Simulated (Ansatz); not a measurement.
**Si: energy along a strain**

Si, I4/mmm, a = 3.254 Å, c = 2.641 Å (as given, not relaxed at this level: -0.1 GPa). This isn't the element's structure at ambient conditions. Ansatz: r2SCAN, PAW, 500 eV, Γ-centred 22×22×22 mesh on 1 atom, Gaussian smearing 0.15 eV; no spin polarisation. Cell vectors (Å): -1.627 1.627 1.320; 1.627 -1.627 1.320; 1.627 1.627 -1.320. The cell is strained by x per cent times the pattern (1 -1 0 0 0 0) in the order xx yy zz yz xz xy (engineering shears), with fractional coordinates held. y is the free energy over the start, V0 = 13.979 Å³/atom. Symmetry makes y even in x. Points with a strain past 8.5 % were computed too (4) and aren't used here.

| x (%) | y (meV/atom) |
| --- | --- |
| -7.50 | 42.50 |
| 0.00 | 0.00 |
| 1.87 | 3.04 |
| 3.75 | 14.31 |
| 5.62 | ? |

Task: Fit y = c2 x² + c4 x⁴ to the other rows, get the stiffness along the pattern, and predict the missing energy.

Result: Least squares on the rows shown. y = 1.0848 x² − 0.0058496 x⁴. The clamped-ion stiffness p·C·p = 2 × 10.85 eV × 160.2 / 13.979 Å³ = 249 GPa. At x = 5.62 the fit asked for gives 28.43 meV/atom. The run gave 28.31 meV/atom, so the fit is 0.12 meV/atom too high, within the rms miss on the fitted rows (0.41 meV/atom).

The lattice resists this basal-plane shear at every strain listed, but the good prediction at 5.62 % doesn't make 249 GPa equally secure. The fit lies clearly above the computed 3.04 meV/atom at 1.87 %, and energy divided by strain squared first rises, then falls. The true small-strain stiffness is therefore probably lower than the fitted one. Strain-driven shifts of bands through the Fermi level of this metallic phase could produce such a shape, as could incomplete Brillouin-zone convergence; these energies can't separate the two.

Geometrically, the shear leaves the shortest contacts, along c and the body diagonals, unchanged in length to first order. The restoring force must then come largely from bond-angle changes, more distant neighbours and the band energy, rather than from direct bond stretching. With one atom per primitive cell, each atom stays on an inversion centre, so internal relaxation wouldn't soften this response. The stiffness measures twice the difference between C11 and C12, and doesn't fix either constant separately.
